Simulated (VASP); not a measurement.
# GaN (F-43m) in VASP: notebook

The runs below take GaN through single point, relaxation of cell and atoms, with PBEsol.

Program: VASP 6.6.1. These are calculated values, not measurements. Logs are shortened: lines on timing, memory, paths and dates and some standing lists are left out, and cuts for length are marked.

**What was measured.**

From a printed reference work, textbook, for a bulk crystal of GaN at 0 K: band gap 3.299 eV (direct).

The runs below are set against these values where they give the same quantity.

## (1) The crystal as given

It takes space group F-43m (No. 216, cubic). Conventional cell: a = 4.498 Å, b = 4.498 Å, c = 4.498 Å, α = 90.00°, β = 90.00°, γ = 90.00°. Ga (site symmetry -43m) has 4 N at 1.95 Å as nearest neighbours. Around N (site symmetry -43m) lie 4 Ga at 1.95 Å.

The cell is a database's computed one.

## (2) Single point, PBEsol

Input file INCAR:

```
SYSTEM = GaN
PREC     = Accurate       ! precision mode
ENCUT    = 520            ! plane-wave cutoff, eV
EDIFF    = 1E-7           ! SCF threshold, eV
ISMEAR   = 0              ! smearing method
SIGMA    = 0.02           ! smearing width, eV
LREAL    = .FALSE.        ! projectors in reciprocal space
LASPH    = .TRUE.         ! aspherical terms in the spheres
NELM     = 100            ! most SCF steps
ALGO     = Normal         ! electronic algorithm
ISIF     = 2              ! what is computed and relaxed
LWAVE    = .FALSE.        ! write WAVECAR
LCHARG   = .TRUE.         ! write CHGCAR
GGA      = PS             ! functional
LELF     = .TRUE.         ! ELF
LVHAR    = .TRUE.       
NBANDS   = 16             ! bands
```

Input file KPOINTS:

```
Automatic mesh
0
G
  10 10 10
  0 0 0
```

Input file POSCAR:

```
GaN
1.0
    0.0000000000      2.2491150720      2.2491150720
    2.2491150720      0.0000000000      2.2491150720
    2.2491150720      2.2491150720      0.0000000000
Ga N
1 1
Direct
    0.0000000000      0.0000000000      0.0000000000
    0.7500000000      0.7500000000      0.7500000000
```

Potentials or basis: VASP PAW PBE potentials, release 64 (Ga_d, N).

Command:

```
$ cat potpaw_PBE.64/Ga_d/POTCAR potpaw_PBE.64/N/POTCAR > POTCAR
$ mpirun -np 1 vasp_std > vasp.out
```

OUTCAR:

```text
SYSTEM = GaN
   PREC = Accurate
   ENCUT = 520
   EDIFF = 1E-7
   ISMEAR = 0
   LREAL = .FALSE.
   LASPH = .TRUE.
   NELM = 100
   ISIF = 2
   GGA = PS

 ion  position               nearest neighbor table
   1  0.000  0.000  0.000-   2 1.95   2 1.95   2 1.95   2 1.95
   2  0.750  0.750  0.750-   1 1.95   1 1.95   1 1.95   1 1.95

  LATTYP: Found a face centered cubic cell.
 ALAT       =     4.4982301440

  Lattice vectors:

 A1 = (   0.0000000000,   2.2491150720,   2.2491150720)
 A2 = (   2.2491150720,   0.0000000000,   2.2491150720)
 A3 = (   2.2491150720,   2.2491150720,   0.0000000000)

Analysis of symmetry for initial positions (statically):
=====================================================================
 Subroutine PRICEL returns:
 Original cell was already a primitive cell.

 Routine SETGRP: Setting up the symmetry group for a
 face centered cubic supercell.

 Subroutine GETGRP returns: Found 24 space group operations
 (whereof 24 operations were pure point group operations)
 out of a pool of 48 trial point group operations.

The static configuration has the point symmetry T_d .

Analysis of symmetry for dynamics (positions and initial velocities):
=====================================================================
 Subroutine PRICEL returns:
 Original cell was already a primitive cell.

 Routine SETGRP: Setting up the symmetry group for a
 face centered cubic supercell.

 Subroutine GETGRP returns: Found 24 space group operations
 (whereof 24 operations were pure point group operations)
 out of a pool of 48 trial point group operations.

The dynamic configuration has the point symmetry T_d .

 Subroutine INISYM returns: Found 24 space group operations
 (whereof 24 operations are pure point group operations),
 and found     1 'primitive' translations

----------------------------------------------------------------------------------------

                                     Primitive cell

  volume of cell :      22.7544

  direct lattice vectors                    reciprocal lattice vectors
     0.000000000  2.249115072  2.249115072    -0.222309657  0.222309657  0.222309657
     2.249115072  0.000000000  2.249115072     0.222309657 -0.222309657  0.222309657
     2.249115072  2.249115072  0.000000000     0.222309657  0.222309657 -0.222309657

  length of vectors
[... 74 lines left out ...]
   ISTART =      0    job   : 0-new  1-cont  2-samecut
   ICHARG =      2    charge: 1-file 2-atom 10-const
   ISPIN  =      1    spin polarized calculation?
   LNONCOLLINEAR =      F non collinear calculations
   LSORBIT =      F    spin-orbit coupling
   LASPH  =      T    aspherical Exc in radial PAW
   ENCUT  =  520.0 eV  38.22 Ry    6.18 a.u.   5.91  5.91  5.91*2*pi/ulx,y,z
   NELM   =    100;   NELMIN=  2; NELMDL= -5     # of ELM steps
   EDIFF  = 0.1E-06   stopping-criterion for ELM
   LREAL  =      F    real-space projection
   EDIFFG = 0.1E-05   stopping-criterion for IOM
   NSW    =      0    number of steps for IOM
   IBRION =     -1    ionic relax: 0-MD 1-quasi-New 2-CG
   NFREE  =      0    steps in history (QN), initial steepest desc. (CG)
   ISIF   =      2    stress and relaxation
   ISYM   =      2    0-nonsym 1-usesym 2-fastsym
   POTIM  = 0.5000    time-step for ionic-motion
   TEBEG  =    0.0;   TEEND  =   0.0 temperature during run
   PSTRESS=    0.0 pullay stress
   NELECT =      18.0000    total number of electrons
   NUPDOWN=      -1.0000    fix difference up-down
   EMIN   =  10.00;   EMAX   =-10.00  energy-range for DOS
   EFERMI =   0.00;   METHOD = LEGACY
   ISMEAR =     0;   SIGMA  =   0.02  broadening in eV -4-tet -1-fermi 0-gaus
   EFERMI_NEDOS =   21; number of points for ismear=-14 and -15
   IALGO  =     38    algorithm
   IMIX   =      4    mixing-type and parameters
     AMIX     =   0.40;   BMIX     =  1.00
     AMIX_MAG =   1.60;   BMIX_MAG =  1.00
  volume/ion in A,a.u.               =      11.38        76.78
  Fermi-wavevector in a.u.,A,eV,Ry     =   1.514063  2.861164 31.189822  2.292387
  Thomas-Fermi vector in A             =   2.623771
   LORBIT       =      0    0 simple, 1 ext, 2 COOP (PROOUT), +10 PAW based schemes
   GGA     = PS    functional components
   LHFCALC =     F    Hartree Fock is set to
   AEXX    =    0.0000 exact exchange contribution
   IVDW    =     0    specifies the selected vdW correction
   LEPSILON=     F    determine dielectric tensor
   LRPA    =     F    only Hartree local field effects (RPA)
 non-spin polarized calculation
 Gauss-broadening in eV      SIGMA  =   0.02
  energy-cutoff  :      520.00
  volume of cell :       22.75
 maximum number of plane-waves:       622
   NGX = 11   NGY = 11   NGZ = 11

 number of electron      18.0000008 magnetization

 Free energy of the ion-electron system (eV)
  ---------------------------------------------------
  ext. energy  EPLUGINS =         0.00000000
  ---------------------------------------------------
  free energy    TOTEN  =       -13.12251789 eV

  energy without entropy =      -13.12251789  energy(sigma->0) =      -13.12251789

 E-fermi :   5.3755     XC(G=0): -11.9334

 val. band max:        5.2131757396   @ k =   0.0000   0.0000   0.0000
 cond. band min:       6.9335469964   @ k =   0.0000   0.0000   0.0000
 fundamental gap:      1.7203712569
 Fermi energy:         5.3754589697

 k-point     1 :       0.0000    0.0000    0.0000
  band No.  band energies     occupation
      1     -10.7692      2.00000
      2      -8.1951      2.00000
      3      -8.1951      2.00000
      4      -8.1951      2.00000
      5      -7.8640      2.00000
      6      -7.8640      2.00000
[... 433 lines left out ...]
      3      -7.9641      2.00000
      4      -7.9632      2.00000
      5      -7.8017      2.00000
      6      -6.9562      2.00000
[... 8 lines left out ...]
     15      27.5013      0.00000
     16      27.6098      0.00000

 [... further k-points ...]
[... 5 lines left out ...]
  --------------------------------------------------------------------------------------
  -------------------------------------------------------------------------------------
  Total       -0.0333721     -0.0333721     -0.0333721      0.0000000     -0.0000000     -0.0000000
  in kB       -2.3497873     -2.3497873     -2.3497873      0.0000000     -0.0000000     -0.0000000
  external PRESSURE =      -2.3497873 kB  Pullay stress =       0.0000000 kB

 VOLUME and BASIS-vectors are now :
 -----------------------------------------------------------------------------
  energy-cutoff  :      520.00
  volume of cell :       22.75
      direct lattice vectors                 reciprocal lattice vectors
     0.000000000  2.249115072  2.249115072    -0.222309657  0.222309657  0.222309657
     2.249115072  0.000000000  2.249115072     0.222309657 -0.222309657  0.222309657
     2.249115072  2.249115072  0.000000000     0.222309657  0.222309657 -0.222309657

 POSITION                                       TOTAL-FORCE (eV/Angst)
 -----------------------------------------------------------------------------------
      0.00000      0.00000      0.00000        -0.000000     -0.000000     -0.000000
      3.37367      3.37367      3.37367         0.000000      0.000000      0.000000
 -----------------------------------------------------------------------------------
    total drift:                               -0.000001     -0.000001     -0.000001

  FREE ENERGIE OF THE ION-ELECTRON SYSTEM (eV)
  ---------------------------------------------------
  free  energy   TOTEN  =       -13.1225178890 eV

  energy  without entropy=      -13.1225178890  energy(sigma->0) =      -13.12251789
```

stdout:

```text
POSCAR found type information on POSCAR GaN
 POSCAR found :  2 types and       2 ions
 scaLAPACK will be used
 -----------------------------------------------------------------------------
|                                                                             |
|                                                                             |
|     You enforced a specific xc type in the INCAR file but a different       |
|     I HOPE YOU KNOW WHAT YOU ARE DOING!                                     |
|                                                                             |
 -----------------------------------------------------------------------------

 LDA part: xc-table for (Slater+PW92), standard interpolation
 POSCAR, INCAR and KPOINTS ok, starting setup
 FFT: planning ... GRIDC
 FFT: planning ... GRID_SOFT
 FFT: planning ... GRID
 WAVECAR not read
 entering main loop
```

Wall time 11 s (1 thread of AMD EPYC 9R45 (Zen 5), shared host); peak memory 0.11 GiB.

Results:

- Free energy: -13.1225 eV
- Pressure: -0.2 GPa
- Band gap on the k mesh: 1.72 eV, direct

Caveat: the PAW data sets were made with another functional, which shifts forces and pressure a little.

## (3) Relaxation of cell and atoms, PBEsol

This run uses another cell than the first one, of 11.44 Å³/atom, 1.006 times its volume.

Input file INCAR:

```
PREC = Accurate ; ENCUT = 600
EDIFF = 1E-6 ; ISMEAR = 0
SIGMA = 0.02 ; LREAL = F
LASPH = T ; NELM = 100
ALGO = Normal ; ISIF = 3
LWAVE = F ; LCHARG = F
GGA = PS ; IBRION = 2
NSW = 100 ; EDIFFG = -0.005
```

Input file KPOINTS:

```
Automatic mesh
0
Gamma
  10 10 10
```

Input file POSCAR:

```
GaN
1.0
    0.0000000000      2.2535006075      2.2535006075
    2.2535006075      0.0000000000      2.2535006075
    2.2535006075      2.2535006075      0.0000000000
Ga N
1 1
Direct
    0.0000000000      0.0000000000      0.0000000000
    0.7500000000      0.7500000000      0.7500000000
```

Potentials or basis: VASP PAW PBE potentials, release 64 (Ga_d, N).

Command:

```
$ cat potpaw_PBE.64/Ga_d/POTCAR potpaw_PBE.64/N/POTCAR > POTCAR
$ mpirun -np 1 vasp_std > vasp.out
```

Run time: 37 s. Hardware: 1 thread of AMD EPYC 9R45 (Zen 5), shared host; peak memory 0.14 GiB.

Results (log left out):

* Free energy: -13.1246 eV
* Relaxed volume: 11.36 Å³/atom
* Relaxed cell: a = 3.179 Å, b = 3.179 Å, c = 3.179 Å, α = 60.00°, β = 60.00°, γ = 60.00°
* Space group after relaxing (to 0.05 Å): F-43m (No. 216)
* Energy gained by relaxing: 0.4 meV/atom
* Ionic steps: 6
* Pressure after relaxing: -0.1 GPa
* Band gap on the k mesh: 1.73 eV, direct

The path:
| step | energy change (eV) | largest force (eV/Å) | pressure (GPa) | volume (Å³) |
| --- | --- | --- | --- | --- |
| 1 | 0.0000 | 0.0000 | -1.50 | 22.89 |
| 2 | -0.0001 | 0.0000 | 1.75 | 22.53 |
| 3 | -0.0008 | 0.0000 | -0.15 | 22.70 |
| 4 | -0.0008 | 0.0000 | 0.18 | 22.69 |
| 5 | -0.0008 | 0.0000 | 0.09 | 22.69 |
| 6 | -0.0008 | 0.0000 | -0.06 | 22.71 |

Final structure:
```xyz
2
Lattice="0.0000 2.2477 2.2477 2.2477 0.0000 2.2477 2.2477 2.2477 0.0000" Properties=species:S:1:pos:R:3 pbc="T T T"
Ga    0.0000    0.0000    0.0000
N     3.3716    3.3716    3.3716
```

Levels at points of the mesh, in eV from the valence-band top:
```
           k point  band 5  band 6  band 7  band 8  band 9  band 10  band 11  band 12  band 13
(0.00, 0.00, 0.00)  -13.08  -13.08    0.00    0.00    0.00     1.73    10.25    10.25    10.25
(0.50, 0.00, 0.00)  -13.03  -11.83   -7.16   -0.99   -0.99     4.62     8.67    10.30    10.30
(0.50, 0.50, 0.00)  -13.00  -11.40   -6.21   -2.76   -2.76     3.23     6.61    11.63    13.96
```

Caveat: the PAW data sets were made with another functional, which shifts forces and pressure a little. Expect the measured gap to be larger: semilocal functionals such as PBEsol lack the derivative discontinuity.

(Part 1 of 2 ends here.)
